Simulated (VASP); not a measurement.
# BeSe (F-43m) in VASP: elastic constants with PBEsol

Aim: the elastic constants of BeSe with PBEsol.

Everything below comes from runs of VASP 6.6.1. Logs are shortened: lines on timing, memory, paths and dates and some standing lists are left out, and cuts for length are marked.

## (1) The structure

The structure is cubic, space group F-43m (No. 216). The conventional cell has a = 5.129 Å, b = 5.129 Å, c = 5.129 Å, α = 90.00°, β = 90.00°, γ = 90.00°. Be (site symmetry -43m) is surrounded by 4 Se at 2.22 Å. Se (site symmetry -43m) has 4 Be at 2.22 Å as nearest neighbours.

## (2) Elastic constants, PBEsol

The input, INCAR:

```
SYSTEM = BeSe
PREC = Accurate ; ENCUT = 600
EDIFF = 1E-8 ; ISMEAR = 0
SIGMA = 0.01 ; LREAL = .False.
LASPH = .True. ; NELM = 100
ALGO = Normal ; ISIF = 3
LWAVE = .False. ; LCHARG = .True.
GGA = PS ; NBANDS = 11
IBRION = 6 ; NFREE = 2
POTIM = 0.015 ; NSW = 1
```

The input, KPOINTS:

```
regular mesh
0
Gamma
  10 10 10
  0 0 0
```

The input, POSCAR:

```
BeSe
1.0
    0.0000000000      2.5643463627      2.5643463627
    2.5643463627      0.0000000000      2.5643463627
    2.5643463627      2.5643463627      0.0000000000
Be Se
1 1
Direct
    0.0000000000      0.0000000000      0.0000000000
    0.2500000000      0.2500000000      0.2500000000
```

Potentials or basis: VASP PAW PBE potentials, release 64 (Be, Se).

The run is started by

```
cat potpaw_PBE.64/Be/POTCAR potpaw_PBE.64/Se/POTCAR > POTCAR
mpirun -np 1 vasp_std > vasp.out
```

OUTCAR:

```text
SYSTEM = BeSe
   PREC = Accurate
   ENCUT = 600
   EDIFF = 1E-8
   ISMEAR = 0
   LREAL = .False.
   LASPH = .True.
   NELM = 100
   ISIF = 3
   GGA = PS
   IBRION = 6
   NFREE = 2
   POTIM = 0.015
   NSW = 1

 ion  position               nearest neighbor table
   1  0.000  0.000  0.000-   2 2.22   2 2.22   2 2.22   2 2.22
   2  0.250  0.250  0.250-   1 2.22   1 2.22   1 2.22   1 2.22

  LATTYP: Found a face centered cubic cell.
 ALAT       =     5.1286927254

  Lattice vectors:

 A1 = (   0.0000000000,   2.5643463627,   2.5643463627)
 A2 = (   2.5643463627,   0.0000000000,   2.5643463627)
 A3 = (   2.5643463627,   2.5643463627,   0.0000000000)

Analysis of symmetry for initial positions (statically):
=====================================================================
 Subroutine PRICEL returns:
 Original cell was already a primitive cell.

 Routine SETGRP: Setting up the symmetry group for a
 face centered cubic supercell.

 Subroutine GETGRP returns: Found 24 space group operations
 (whereof 24 operations were pure point group operations)
 out of a pool of 48 trial point group operations.

The static configuration has the point symmetry T_d .

Analysis of symmetry for dynamics (positions and initial velocities):
=====================================================================
 Subroutine PRICEL returns:
 Original cell was already a primitive cell.

 Routine SETGRP: Setting up the symmetry group for a
 face centered cubic supercell.

 Subroutine GETGRP returns: Found 24 space group operations
 (whereof 24 operations were pure point group operations)
 out of a pool of 48 trial point group operations.

The dynamic configuration has the point symmetry T_d .

 Subroutine INISYM returns: Found 24 space group operations
 (whereof 24 operations are pure point group operations),
 and found     1 'primitive' translations

----------------------------------------------------------------------------------------

                                     Primitive cell

  volume of cell :      33.7256

  direct lattice vectors                    reciprocal lattice vectors
     0.000000000  2.564346363  2.564346363    -0.194981461  0.194981461  0.194981461
     2.564346363  0.000000000  2.564346363     0.194981461 -0.194981461  0.194981461
     2.564346363  2.564346363  0.000000000     0.194981461  0.194981461 -0.194981461

  length of vectors
     3.626533405  3.626533405  3.626533405     0.337717797  0.337717797  0.337717797

  position of ions in fractional coordinates (direct lattice)
     0.000000000  0.000000000  0.000000000
     0.250000000  0.250000000  0.250000000

  ion indices of the primitive-cell ions
   primitive index   ion index
                 1           1
                 2           2

----------------------------------------------------------------------------------------

 KPOINTS: regular mesh

Automatic generation of k-mesh.
 Grid dimensions read from file:
 generate k-points for:   10   10   10

 Generating k-lattice:

  Cartesian coordinates                     Fractional coordinates (reciprocal lattice)
    -0.019498146  0.019498146  0.019498146     0.100000000  0.000000000  0.000000000
     0.019498146 -0.019498146  0.019498146     0.000000000  0.100000000  0.000000000
     0.019498146  0.019498146 -0.019498146     0.000000000  0.000000000  0.100000000

  Length of vectors
     0.033771780  0.033771780  0.033771780
[... 108 lines left out ...]

  FORCE on cell =-STRESS in cart. coord.  units (eV):
  Direction    XX          YY          ZZ          XY          YZ          ZX
  --------------------------------------------------------------------------------------
  -------------------------------------------------------------------------------------
  Total        0.0643093      0.0643093      0.0643093      0.0000000      0.0000000     -0.0000000
  in kB        3.0550932      3.0550932      3.0550932      0.0000000      0.0000000     -0.0000000
  external PRESSURE =       3.0550932 kB  Pullay stress =       0.0000000 kB
[... 89 lines left out ...]
  FREE ENERGIE OF THE ION-ELECTRON SYSTEM (eV)
  ---------------------------------------------------
  free  energy   TOTEN  =        -9.4457914951 eV

  energy  without entropy=       -9.4457914951  energy(sigma->0) =       -9.44579150

 E-fermi :   3.3659     XC(G=0):  -9.5643

 val. band max:        3.2551118299   @ k =   0.0000   0.0000   0.0000
 cond. band min:       5.6784102448   @ k =   0.5000   0.0000   0.5000
 fundamental gap:      2.4232984148
 Fermi energy:         3.3658745076

 k-point     1 :       0.0000    0.0000    0.0000
  band No.  band energies     occupation
      1     -10.5640      2.00000
      2       3.1730      2.00000
      3       3.2551      2.00000
      4       3.2551      2.00000
      5       7.4074      0.00000
      6       8.1974      0.00000
      7       8.1974      0.00000
      8       8.2254      0.00000
      9      15.0827      0.00000
     10      15.5197      0.00000
     11      15.8710      0.00000
[... 310 lines left out ...]
  band No.  band energies     occupation
      1      -9.2438      2.00000
      2      -1.1083      2.00000
      3       0.7844      2.00000
      4       1.0850      2.00000
      5       6.6325      0.00000
      6       8.3565      0.00000
      7      12.3735      0.00000
      8      12.6651      0.00000
      9      15.6682      0.00000
     10      17.7213      0.00000
     11      18.3331      0.00000

 [... further k-points ...]

[... ionic steps 4 to 14 ...]

--------------------------------------- Ionic step       15  -------------------------------------------

 number of electron       8.0000000 magnetization

------------------------ aborting loop because EDIFF is reached ----------------------------------------
[... 67 lines left out ...]
--------------------------------------- Ionic step       17  -------------------------------------------

 number of electron       8.0000000 magnetization

 Free energy of the ion-electron system (eV)
  ---------------------------------------------------
  ext. energy  EPLUGINS =         0.00000000
  ---------------------------------------------------
  free energy    TOTEN  =        -9.44903227 eV

  energy without entropy =       -9.44903227  energy(sigma->0) =       -9.44903227

 E-fermi :   3.4949     XC(G=0):  -9.6238

 val. band max:        3.4175835039   @ k =   0.0000   0.0000   0.0000
 cond. band min:       5.8196902350   @ k =   0.5000   0.5000   0.0000
 fundamental gap:      2.4021067310
 Fermi energy:         3.4948616323

 k-point     1 :       0.0000    0.0000    0.0000
  band No.  band energies     occupation
      1     -10.5200      2.00000
      2       3.3190      2.00000
      3       3.3695      2.00000
      4       3.4176      2.00000
      5       7.6580      0.00000
      6       8.3170      0.00000
      7       8.3433      0.00000
      8       8.3720      0.00000
      9      15.3042      0.00000
     10      15.8838      0.00000
     11      15.8842      0.00000
[... 351 lines left out ...]
  FREE ENERGIE OF THE ION-ELECTRON SYSTEM (eV)
  ---------------------------------------------------
  free  energy   TOTEN  =        -9.4490322664 eV

  energy  without entropy=       -9.4490322664  energy(sigma->0) =       -9.44903227

 INTERNAL STRAIN TENSORS FROM STRAINED CELLS
 ============================================

 INTERNAL STRAIN TENSOR FOR ION    1 for displacements in x,y,z  (eV/Angst):
          X           Y           Z          XY          YZ          ZX
  --------------------------------------------------------------------------------
  x    -0.00000     0.00000    -0.00000    -0.00000     4.86196     0.00000
  y    -0.00000     0.00000    -0.00000    -0.00000     0.00000     4.86205
  z    -0.00000    -0.00000     0.00000     4.86171     0.00000     0.00000

 INTERNAL STRAIN TENSORS FROM DISPLACED ATOMS
 ============================================

 INTERNAL STRAIN TENSOR FOR ION    1 for displacements in x,y,z  (eV/Angst):
          X           Y           Z          XY          YZ          ZX
  --------------------------------------------------------------------------------
  x    -0.00000     0.00000     0.00000     0.00000     4.86765     0.00000
  y    -0.00000     0.00000    -0.00000     0.00000     0.00000     4.86765
  z     0.00000     0.00000    -0.00000     4.86765     0.00000     0.00000

 INTERNAL STRAIN TENSOR FOR ION    2 for displacements in x,y,z  (eV/Angst):
          X           Y           Z          XY          YZ          ZX
  --------------------------------------------------------------------------------
  x     0.00000     0.00000     0.00000     0.00000    -4.85695     0.00000
  y     0.00000    -0.00000     0.00000     0.00000     0.00000    -4.85695
  z     0.00000     0.00000     0.00000    -4.85695     0.00000     0.00000

 Eigenvectors and eigenvalues of the dynamical matrix
 ----------------------------------------------------

   1 f  =   15.339333 THz    96.379871 2PiTHz  511.665072 cm-1    63.438355 meV
             X         Y         Z           dx          dy          dz
      0.000000  0.000000  0.000000     0.947386    0.000000    0.000000
      1.282173  1.282173  1.282173    -0.320094    0.000000    0.000000
[... 21 lines left out ...]
   6 f/i=    0.000203 THz     0.001276 2PiTHz    0.006772 cm-1     0.000840 meV
             X         Y         Z           dx          dy          dz
      0.000000  0.000000  0.000000     0.001972    0.006729    0.320017
      1.282173  1.282173  1.282173     0.005835    0.019917    0.947159

--------------------------------------------------------------------------------------------------------

 ELASTIC MODULI CONTR FROM IONIC RELAXATION (kBar)
 Direction    XX          YY          ZZ          XY          YZ          ZX
 --------------------------------------------------------------------------------
 XX          -0.0000     -0.0000     -0.0000      0.0000      0.0000      0.0000
 YY          -0.0000     -0.0000     -0.0000      0.0000      0.0000     -0.0000
 ZZ          -0.0000     -0.0000     -0.0000      0.0000      0.0000      0.0000
 XY           0.0000      0.0000      0.0000   -144.2050      0.0000      0.0000
 YZ           0.0000      0.0000      0.0000      0.0000   -144.2050      0.0000
 ZX           0.0000     -0.0000      0.0000      0.0000      0.0000   -144.2050
 --------------------------------------------------------------------------------

 TOTAL ELASTIC MODULI (kBar)
 Direction    XX          YY          ZZ          XY          YZ          ZX
 --------------------------------------------------------------------------------
 XX        1316.7753    544.9947    544.9947      0.0000      0.0000      0.0000
 YY         544.9947   1316.7753    544.9947     -0.0000     -0.0000     -0.0000
 ZZ         544.9947    544.9947   1316.7753      0.0000     -0.0000      0.0000
 XY           0.0000     -0.0000      0.0000    673.7758      0.0000      0.0000
 YZ           0.0000     -0.0000     -0.0000      0.0000    673.7758      0.0000
 ZX           0.0000     -0.0000      0.0000      0.0000      0.0000    673.7758
 --------------------------------------------------------------------------------
```

It took 8.1 min on 1 thread of Intel Xeon 6975P-C (Granite Rapids), shared host; peak memory 0.36 GiB.

Results:

- Elastic constants C11, C12, C44: 132, 54, 67 GPa
- Voigt bulk modulus: 80 GPa
- Highest phonon frequency at Γ, LO-TO splitting left out: 512 cm⁻¹

Phonon frequencies in cm⁻¹ (negative: imaginary):
```tsv
q point	frequencies
(0.000, 0.000, 0.000)	0 0 0 512 512 512
```

Elastic tensor in Voigt notation (GPa, in the Cartesian axes of the cell as first typed):
```
132  54  54   0   0   0
 54 132  54   0   0   0
 54  54 132   0   0   0
  0   0   0  67   0   0
  0   0   0   0  67   0
  0   0   0   0   0  67
```

Clamped-ion elastic tensor (GPa):
```
132  54  54   0   0   0
 54 132  54   0   0   0
 54  54 132   0   0   0
  0   0   0  82   0   0
  0   0   0   0  82   0
  0   0   0   0   0  82
```

Caveat: the PAW data sets were made with another functional, which shifts forces and pressure a little.
